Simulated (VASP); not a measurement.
# GeSe (Pnma) in VASP: notebook

Aim: see how the results for GeSe move with the level of theory and the settings. Levels: LDA, PBE, PBE+D3(BJ). Tasks: relaxation of cell and atoms.

Everything below comes from runs of VASP 6.6.1. Logs are shortened: lines on timing, memory, paths and dates and some standing lists are left out, and cuts for length are marked.

### Step 1. Starting point

The structure is orthorhombic, space group Pnma (No. 62). The conventional cell has a = 10.607 Å, b = 3.832 Å, c = 4.206 Å, α = 90.00°, β = 90.00°, γ = 90.00°. Ge (site symmetry m) is surrounded by 3 Se at 2.56 to 2.57 Å. Around Se (site symmetry m) lie 3 Ge at 2.56 to 2.57 Å.

### Step 2. Relaxation of cell and atoms, LDA

Contents of INCAR:

```
SYSTEM = GeSe
PREC = Accurate ; ENCUT = 600
EDIFF = 1E-7 ; ISMEAR = 0
SIGMA = 0.03 ; LREAL = .False.
LASPH = .True. ; NELM = 80
ALGO = Normal ; ISIF = 3
LWAVE = .False. ; LCHARG = .False.
IBRION = 2 ; NSW = 90
EDIFFG = -0.005 ; KPAR = 2
```

Contents of KPOINTS:

```
regular mesh
0
Gamma
  4 8 6
  0 0 0
```

Contents of POSCAR:

```
GeSe                                    
1.0
   10.6070260496      0.0000000000      0.0000000000
    0.0000000000      3.8318706759     -0.0000000000
    0.0000000000     -0.0000000000      4.2061627467
  Ge              Se            
     4     4
Direct
     0.1183124692144134    0.7500000000000000    0.8962937764424641
     0.6183124692144135    0.7500000000000000    0.6037062235575359
     0.3816875307855865    0.2500000000000000    0.3962937764424637
     0.8816875307855865    0.2500000000000000    0.1037062235575362
     0.8562422107980860    0.7500000000000000    0.5064710332093024
     0.3562422107980859    0.7500000000000000    0.9935289667906977
     0.6437577892019140    0.2500000000000000    0.0064710332093024
     0.1437577892019141    0.2500000000000000    0.4935289667906975
```

Potentials or basis: VASP PAW LDA potentials, release 64 (Ge_d, Se).

Started as:

```bash
$ cat potpaw_LDA.64/Ge_d/POTCAR potpaw_LDA.64/Se/POTCAR > POTCAR
$ mpirun -np 2 vasp_std > vasp.out
```

OUTCAR:

```text
SYSTEM = GeSe
   PREC = Accurate
   ENCUT = 600
   EDIFF = 1E-7
   ISMEAR = 0
   LREAL = .False.
   LASPH = .True.
   NELM = 80
   ISIF = 3
   IBRION = 2
   NSW = 90
   EDIFFG = -0.005

 ion  position               nearest neighbor table
   1  0.118  0.750  0.896-   6 2.56   8 2.57   8 2.57
   2  0.618  0.750  0.604-   5 2.56   7 2.57   7 2.57
   3  0.382  0.250  0.396-   8 2.56   6 2.57   6 2.57
   4  0.882  0.250  0.104-   7 2.56   5 2.57   5 2.57
   5  0.856  0.750  0.506-   2 2.56   4 2.57   4 2.57
   6  0.356  0.750  0.994-   1 2.56   3 2.57   3 2.57
   7  0.644  0.250  0.006-   4 2.56   2 2.57   2 2.57
   8  0.144  0.250  0.494-   3 2.56   1 2.57   1 2.57

  LATTYP: Found a simple orthorhombic cell.
 ALAT       =     3.8318706759
 B/A-ratio  =     1.0976786803
 C/A-ratio  =     2.7681064803

  Lattice vectors:

 A1 = (   0.0000000000,   3.8318706759,   0.0000000000)
 A2 = (   0.0000000000,   0.0000000000,   4.2061627467)
 A3 = (  10.6070260496,   0.0000000000,   0.0000000000)

Analysis of symmetry for initial positions (statically):
=====================================================================
 Subroutine PRICEL returns:
 Original cell was already a primitive cell.

 Routine SETGRP: Setting up the symmetry group for a
 simple orthorhombic supercell.

 Subroutine GETGRP returns: Found  8 space group operations
 (whereof  2 operations were pure point group operations)
 out of a pool of  8 trial point group operations.

The static configuration has the point symmetry S_2 .
 The point group associated with its full space group is D_2h.

Analysis of symmetry for dynamics (positions and initial velocities):
=====================================================================
 Subroutine PRICEL returns:
 Original cell was already a primitive cell.

 Routine SETGRP: Setting up the symmetry group for a
 simple orthorhombic supercell.

 Subroutine GETGRP returns: Found  8 space group operations
 (whereof  2 operations were pure point group operations)
 out of a pool of  8 trial point group operations.

The dynamic configuration has the point symmetry S_2 .
 The point group associated with its full space group is D_2h.

 Subroutine INISYM returns: Found  8 space group operations
 (whereof  2 operations are pure point group operations),
 and found     1 'primitive' translations

----------------------------------------------------------------------------------------

                                     Primitive cell

  volume of cell :     170.9584

  direct lattice vectors                    reciprocal lattice vectors
    10.607026050  0.000000000  0.000000000     0.094277132  0.000000000  0.000000000
     0.000000000  3.831870676  0.000000000     0.000000000  0.260969141  0.000000000
     0.000000000  0.000000000  4.206162747     0.000000000  0.000000000  0.237746388

  length of vectors
    10.607026050  3.831870676  4.206162747     0.094277132  0.260969141  0.237746388

  position of ions in fractional coordinates (direct lattice)
     0.118312469  0.750000000  0.896293776
     0.618312469  0.750000000  0.603706224
     0.381687531  0.250000000  0.396293776
     0.881687531  0.250000000  0.103706224
     0.856242211  0.750000000  0.506471033
     0.356242211  0.750000000  0.993528967
     0.643757789  0.250000000  0.006471033
     0.143757789  0.250000000  0.493528967

  ion indices of the primitive-cell ions
   primitive index   ion index
                 1           1
                 2           2
                 3           3
                 4           4
                 5           5
                 6           6
                 7           7
                 8           8

----------------------------------------------------------------------------------------

 KPOINTS: regular mesh

Automatic generation of k-mesh.
 Grid dimensions read from file:
 generate k-points for:    4    8    6

 Generating k-lattice:

  Cartesian coordinates                     Fractional coordinates (reciprocal lattice)
     0.023569283  0.000000000  0.000000000     0.250000000  0.000000000  0.000000000
     0.000000000  0.032621143  0.000000000     0.000000000  0.125000000  0.000000000
     0.000000000  0.000000000  0.039624398     0.000000000  0.000000000  0.166666667

  Length of vectors
     0.023569283  0.032621143  0.039624398

  Shift w.r.t. Gamma in fractional coordinates (k-lattice)
     0.000000000  0.000000000  0.000000000

 Subroutine IBZKPT returns following result:
 ===========================================

 Found     60 irreducible k-points:

 Following reciprocal coordinates:
            Coordinates               Weight
  0.000000  0.000000  0.000000      1.000000
  0.250000  0.000000  0.000000      2.000000
  0.500000  0.000000  0.000000      1.000000
  0.000000  0.125000  0.000000      2.000000
  0.250000  0.125000  0.000000      4.000000
  0.500000  0.125000  0.000000      2.000000
[... 16 lines left out ...]
  0.250000  0.250000  0.166667      8.000000
  0.500000  0.250000  0.166667      4.000000
 [... further k-points ...]
   k-points           NKPTS =     60   k-points in BZ     NKDIM =     60   number of bands    NBANDS=     48
   number of dos      NEDOS =    301   number of ions     NIONS =      8
   total plane-waves  NPLWV = 103680
   dimension x,y,z NGX =    90 NGY =   32 NGZ =   36
   dimension x,y,z NGXF=   180 NGYF=   64 NGZF=   72
   ions per type =               4   4
   NGX,Y,Z   is equivalent  to a cutoff of  14.11, 13.88, 14.23 a.u.
   NGXF,Y,Z  is equivalent  to a cutoff of  28.21, 27.77, 28.46 a.u.
 SYSTEM =  GeSe
   PREC   = accura    normal or accurate (medium, high low for compatibility)
   ISTART =      0    job   : 0-new  1-cont  2-samecut
   ICHARG =      2    charge: 1-file 2-atom 10-const
   ISPIN  =      1    spin polarized calculation?
   LNONCOLLINEAR =      F non collinear calculations
   LSORBIT =      F    spin-orbit coupling
   LASPH  =      T    aspherical Exc in radial PAW
   ENCUT  =  600.0 eV  44.10 Ry    6.64 a.u.  21.18  7.65  8.40*2*pi/ulx,y,z
   NELM   =     80;   NELMIN=  2; NELMDL= -5     # of ELM steps
   EDIFF  = 0.1E-06   stopping-criterion for ELM
   LREAL  =      F    real-space projection
   EDIFFG = -.5E-02   stopping-criterion for IOM
   NSW    =     90    number of steps for IOM
   IBRION =      2    ionic relax: 0-MD 1-quasi-New 2-CG
   NFREE  =      1    steps in history (QN), initial steepest desc. (CG)
   ISIF   =      3    stress and relaxation
   ISYM   =      2    0-nonsym 1-usesym 2-fastsym
   POTIM  = 0.5000    time-step for ionic-motion
   TEBEG  =    0.0;   TEEND  =   0.0 temperature during run
   PSTRESS=    0.0 pullay stress
   NELECT =      80.0000    total number of electrons
   NUPDOWN=      -1.0000    fix difference up-down
   EMIN   =  10.00;   EMAX   =-10.00  energy-range for DOS
   EFERMI =   0.00;   METHOD = LEGACY
   ISMEAR =     0;   SIGMA  =   0.03  broadening in eV -4-tet -1-fermi 0-gaus
   EFERMI_NEDOS =   21; number of points for ismear=-14 and -15
   IALGO  =     38    algorithm
   IMIX   =      4    mixing-type and parameters
     AMIX     =   0.40;   BMIX     =  1.00
     AMIX_MAG =   1.60;   BMIX_MAG =  1.00
  volume/ion in A,a.u.               =      21.37       144.21
  Fermi-wavevector in a.u.,A,eV,Ry     =   1.270988  2.401818 21.978980  1.615409
  Thomas-Fermi vector in A             =   2.403945
   LORBIT       =      0    0 simple, 1 ext, 2 COOP (PROOUT), +10 PAW based schemes
   GGA     = CA    functional components
   LHFCALC =     F    Hartree Fock is set to
   AEXX    =    0.0000 exact exchange contribution
   IVDW    =     0    specifies the selected vdW correction
   LEPSILON=     F    determine dielectric tensor
   LRPA    =     F    only Hartree local field effects (RPA)
 conjugate gradient relaxation of ions
 non-spin polarized calculation
 Gauss-broadening in eV      SIGMA  =   0.03
  energy-cutoff  :      600.00
  volume of cell :      170.96
 maximum number of plane-waves:      5772
 NGX is ok and might be reduce to    90
   NGX = 43   NGY = 15   NGZ = 17

--------------------------------------- Ionic step        1  -------------------------------------------

 number of electron      80.0000012 magnetization

 Free energy of the ion-electron system (eV)
  ---------------------------------------------------
  ext. energy  EPLUGINS =         0.00000000
  ---------------------------------------------------
  free energy    TOTEN  =       -39.17590352 eV

  energy without entropy =      -39.17590352  energy(sigma->0) =      -39.17590352

------------------------ aborting loop because EDIFF is reached ----------------------------------------

  FORCE on cell =-STRESS in cart. coord.  units (eV):
  Direction    XX          YY          ZZ          XY          YZ          ZX
  --------------------------------------------------------------------------------------
  -------------------------------------------------------------------------------------
  Total        0.0665856      0.0139176      0.0042098      0.0000000      0.0000000      0.0000000
  in kB        0.6240230      0.1304318      0.0394531      0.0000000      0.0000000      0.0000000
  external PRESSURE =       0.2646360 kB  Pullay stress =       0.0000000 kB
[... 107 lines left out ...]
  FREE ENERGIE OF THE ION-ELECTRON SYSTEM (eV)
  ---------------------------------------------------
  free  energy   TOTEN  =       -39.1759353097 eV

  energy  without entropy=      -39.1759353097  energy(sigma->0) =      -39.17593531

[... ionic steps 4 to 8 ...]

--------------------------------------- Ionic step        9  -------------------------------------------

 number of electron      80.0000018 magnetization

------------------------ aborting loop because EDIFF is reached ----------------------------------------
[... 79 lines left out ...]
--------------------------------------- Ionic step       11  -------------------------------------------

 number of electron      80.0000019 magnetization

 Free energy of the ion-electron system (eV)
  ---------------------------------------------------
  ext. energy  EPLUGINS =         0.00000000
  ---------------------------------------------------
  free energy    TOTEN  =       -39.17615668 eV

  energy without entropy =      -39.17615668  energy(sigma->0) =      -39.17615668

 E-fermi :   5.2459     XC(G=0): -10.5838

 val. band max:        5.1188546629   @ k =   0.0000   0.0000   0.3333
 cond. band min:       5.3958854296   @ k =   0.0000   0.0000   0.0000
 fundamental gap:      0.2770307667
 Fermi energy:         5.2458510890

 k-point     1 :       0.0000    0.0000    0.0000
  band No.  band energies     occupation
      1     -19.7277      2.00000
      2     -19.7228      2.00000
      3     -19.7221      2.00000
      4     -19.7215      2.00000
      5     -19.7205      2.00000
      6     -19.7195      2.00000
[... 1213 lines left out ...]
     47       8.6162      0.00000
     48       8.6162      0.00000

 [... further k-points ...]

------------------------ aborting loop because EDIFF is reached ----------------------------------------

  FORCE on cell =-STRESS in cart. coord.  units (eV):
  Direction    XX          YY          ZZ          XY          YZ          ZX
  --------------------------------------------------------------------------------------
  -------------------------------------------------------------------------------------
  Total        0.0207915     -0.0304511     -0.0277988      0.0000000     -0.0000000      0.0000000
  in kB        0.1946606     -0.2850986     -0.2602669      0.0000000     -0.0000000      0.0000000
  external PRESSURE =      -0.1169016 kB  Pullay stress =       0.0000000 kB
[... 23 lines left out ...]
  FREE ENERGIE OF THE ION-ELECTRON SYSTEM (eV)
  ---------------------------------------------------
  free  energy   TOTEN  =       -39.1761566809 eV

  energy  without entropy=      -39.1761566809  energy(sigma->0) =      -39.17615668

 reached required accuracy - stopping structural energy minimisation
```

Run time: 12 min. Hardware: 2 MPI ranks of Intel Xeon 6975P-C (Granite Rapids), shared host; peak memory 0.56 GiB.

Results:

```
Free energy                            : -39.1762 eV
Relaxed volume                         : 21.39 Å³/atom
Relaxed cell                           : a = 10.619 Å, b = 3.834 Å, c = 4.203 Å, α = 90.00°, β = 90.00°, γ = 90.00°
Space group after relaxing (to 0.05 Å) : Pnma (No. 62)
Energy gained by relaxing              : 0.0 meV/atom
Ionic steps                            : 11
Pressure after relaxing                : 0.0 GPa
Largest force after relaxing           : 0.004 eV/Å
Band gap on the k mesh                 : 0.28 eV, indirect (least direct gap 0.74 eV)
```

Forces in eV/Å, atoms in the order of the input:
```
Ge  -0.002  0.000 -0.003
Ge  -0.002  0.000  0.003
Ge   0.002  0.000 -0.003
Ge   0.002  0.000  0.003
Se   0.003  0.000  0.000
Se   0.003  0.000  0.000
Se  -0.003  0.000  0.000
Se  -0.003  0.000  0.000
```

The path:
| step | energy change (eV) | largest force (eV/Å) | pressure (GPa) | volume (Å³) |
| --- | --- | --- | --- | --- |
| 1 | 0.0000 | 0.0080 | 0.03 | 170.96 |
| 2 | 0.0000 | 0.0077 | -0.01 | 171.05 |
| 3 | 0.0000 | 0.0082 | -0.02 | 171.06 |
| 4 | -0.0001 | 0.0072 | 0.00 | 171.05 |
| 5 | -0.0001 | 0.0107 | 0.01 | 171.01 |
| 6 | -0.0001 | 0.0097 | 0.01 | 171.02 |
| 7 | -0.0002 | 0.0073 | 0.01 | 171.03 |
| 8 | -0.0002 | 0.0051 | 0.00 | 171.05 |
| 9 | -0.0002 | 0.0059 | 0.01 | 171.06 |
| 10 | -0.0002 | 0.0041 | 0.00 | 171.10 |
| 11 | -0.0003 | 0.0037 | -0.01 | 171.13 |

Final structure:
```cif
data_structure
_symmetry_space_group_name_H-M 'P 1'
_symmetry_Int_Tables_number 1
_cell_length_a 10.6188
_cell_length_b 3.8343
_cell_length_c 4.2030
_cell_angle_alpha 90.000
_cell_angle_beta 90.000
_cell_angle_gamma 90.000
_cell_volume 171.13
loop_
_atom_site_label
_atom_site_type_symbol
_atom_site_fract_x
_atom_site_fract_y
_atom_site_fract_z
_atom_site_occupancy
Ge1 Ge 0.11878 0.75000 0.89514 1
Ge2 Ge 0.61878 0.75000 0.60486 1
Ge3 Ge 0.38122 0.25000 0.39514 1
Ge4 Ge 0.88122 0.25000 0.10486 1
Se1 Se 0.85651 0.75000 0.50830 1
Se2 Se 0.35651 0.75000 0.99170 1
Se3 Se 0.64349 0.25000 0.00830 1
Se4 Se 0.14349 0.25000 0.49170 1
```

A k mesh can miss the band edges.

### Step 3. Relaxation of cell and atoms, PBE

This run uses another cell than the first one, of 22.57 Å³/atom, 1.056 times its volume.

Contents of INCAR:

```
SYSTEM = GeSe
ALGO     = Normal         ! electronic algorithm
EDIFF    = 1E-6           ! SCF threshold, eV
EDIFFG   = -0.01          ! ionic threshold
ENCUT    = 600            ! plane-wave cutoff, eV
GGA      = PE             ! functional
IBRION   = 2              ! ionic algorithm
ISIF     = 3              ! what is computed and relaxed
ISMEAR   = 0              ! smearing method
KPAR     = 2            
LASPH    = .True.         ! aspherical terms in the spheres
LCHARG   = .False.        ! write CHGCAR
LREAL    = .False.        ! projectors in reciprocal space
LWAVE    = .False.        ! write WAVECAR
NELM     = 80             ! most SCF steps
NSW      = 90             ! ionic steps
PREC     = Accurate       ! precision mode
SIGMA    = 0.03           ! smearing width, eV
```

Contents of KPOINTS:

```
k-points
0
Gamma
  4 8 6
  0 0 0
```

Contents of POSCAR:

```
GeSe
1.0
   10.7900000000      0.0000000000      0.0000000000
    0.0000000000      3.8200000000      0.0000000000
    0.0000000000      0.0000000000      4.3800000000
Ge Se
4 4
Direct
    0.1210000000      0.7500000000      0.8940000000
    0.6210000000      0.7500000000      0.6060000000
    0.3790000000      0.2500000000      0.3940000000
    0.8790000000      0.2500000000      0.1060000000
    0.8520000000      0.7500000000      0.4970000000
    0.3520000000      0.7500000000      0.0030000000
    0.6480000000      0.2500000000      0.9970000000
    0.1480000000      0.2500000000      0.5030000000
```

Potentials or basis: VASP PAW PBE potentials, release 64 (Ge_d, Se).

Started as:

```bash
$ cat potpaw_PBE.64/Ge_d/POTCAR potpaw_PBE.64/Se/POTCAR > POTCAR
$ mpirun -np 2 vasp_std > vasp.out
```

Run time: 68 min. Hardware: 2 MPI ranks of Intel Xeon Platinum 8488C (Sapphire Rapids), shared host; peak memory 0.65 GiB.

It converged, with:

* Free energy: -33.8782 eV
* Relaxed volume: 24.51 Å³/atom
* Relaxed cell: a = 11.181 Å, b = 3.889 Å, c = 4.509 Å, α = 90.00°, β = 90.00°, γ = 90.00°
* Space group after relaxing (to 0.05 Å): Pnma (No. 62)
* Energy gained by relaxing: 15.9 meV/atom
* Ionic steps: 30
* Pressure after relaxing: 0.0 GPa
* Largest force after relaxing: 0.009 eV/Å
* Band gap on the k mesh: 0.84 eV, indirect (least direct gap 0.94 eV)

Forces in eV/Å, atoms in the order of the input:
```
Ge   0.006  0.000 -0.007
Ge   0.006  0.000  0.007
Ge  -0.006  0.000 -0.007
Ge  -0.006  0.000  0.007
Se   0.002  0.000 -0.001
Se   0.002  0.000  0.001
Se  -0.002  0.000 -0.001
Se  -0.002  0.000  0.001
```

Step by step:
| step | energy change (eV) | largest force (eV/Å) | pressure (GPa) | volume (Å³) |
| --- | --- | --- | --- | --- |
| 1 | 0.0000 | 0.2660 | 3.26 | 180.53 |
| 2 | -0.0827 | 0.3201 | -0.96 | 192.80 |
| 3 | -0.0960 | 0.1890 | 0.11 | 189.32 |
| 4 | -0.1042 | 0.1494 | 0.13 | 190.16 |
| 5 | -0.1140 | 0.0645 | 0.12 | 192.70 |
| 6 | -0.1183 | 0.0455 | -0.02 | 194.06 |
| 7 | -0.1204 | 0.0409 | -0.20 | 195.93 |
| 8 | -0.1238 | 0.0184 | -0.10 | 196.10 |
| 9 | -0.1256 | 0.0269 | 0.06 | 196.28 |
| 10 | -0.1257 | 0.0318 | 0.14 | 196.34 |
| 11 | -0.1260 | 0.0151 | -0.02 | 197.06 |
| 12 | -0.1260 | 0.0160 | 0.01 | 196.93 |
| 13 | -0.1260 | 0.0154 | -0.06 | 197.00 |
| 14 | -0.1260 | 0.0156 | 0.00 | 196.96 |
| 15 | -0.1260 | 0.0155 | -0.04 | 196.97 |
| 16 | -0.1261 | 0.0155 | 0.04 | 196.79 |
| 17 | -0.1261 | 0.0156 | 0.01 | 196.79 |
| 18 | -0.1262 | 0.0127 | 0.00 | 196.79 |
| 19 | -0.1263 | 0.0142 | -0.03 | 196.79 |
| 20 | -0.1263 | 0.0320 | -0.10 | 196.78 |
| 21 | -0.1264 | 0.0258 | -0.07 | 196.78 |
| 22 | -0.1264 | 0.0249 | -0.04 | 196.76 |
| 23 | -0.1264 | 0.0245 | -0.05 | 196.70 |
| 24 | -0.1265 | 0.0233 | -0.02 | 196.58 |
| 25 | -0.1267 | 0.0209 | -0.01 | 196.34 |
| 26 | -0.1268 | 0.0161 | 0.04 | 195.85 |
| 27 | -0.1269 | 0.0153 | 0.05 | 195.88 |
| 28 | -0.1270 | 0.0132 | 0.02 | 195.98 |
| 29 | -0.1270 | 0.0126 | 0.01 | 196.02 |
| 30 | -0.1271 | 0.0092 | 0.03 | 196.07 |

Final structure:
```
Ge Se
1.0
    11.18106    0.00000    0.00000
     0.00000    3.88934    0.00000
     0.00000    0.00000    4.50868
Ge Se
4 4
Cartesian
  1.4118 2.9170 3.9816
  7.0023 2.9170 2.7814
  4.1788 0.9723 1.7273
  9.7693 0.9723 0.5271
  9.5345 2.9170 2.2507
  3.9440 2.9170 0.0036
  7.2371 0.9723 4.5050
  1.6465 0.9723 2.2580
```

Levels at points of the mesh, in eV from the valence-band top:
```tsv
k point	band 38	band 39	band 40	band 41	band 42	band 43
(0.00, 0.00, 0.00)	-1.01	-0.72	-0.10	0.84	2.66	2.66
(0.50, 0.00, 0.00)	-1.56	-0.36	-0.36	2.31	2.31	2.45
(0.00, 0.50, 0.00)	-1.37	-1.14	-1.14	1.14	1.14	1.36
(0.50, 0.50, 0.00)	-1.44	-1.44	-1.44	1.53	1.53	1.53
(0.00, 0.00, 0.50)	-0.89	-0.37	-0.37	1.33	1.33	1.98
(0.50, 0.00, 0.50)	-0.56	-0.48	-0.48	1.37	1.37	1.93
(0.00, 0.50, 0.50)	-1.96	-1.36	-1.36	2.87	2.87	3.23
(0.50, 0.50, 0.50)	-1.38	-1.38	-1.38	2.67	2.67	2.67
```

A k mesh can miss the band edges. Zero-point motion and thermal expansion aren't in these numbers.

[end of part 1 of 2]
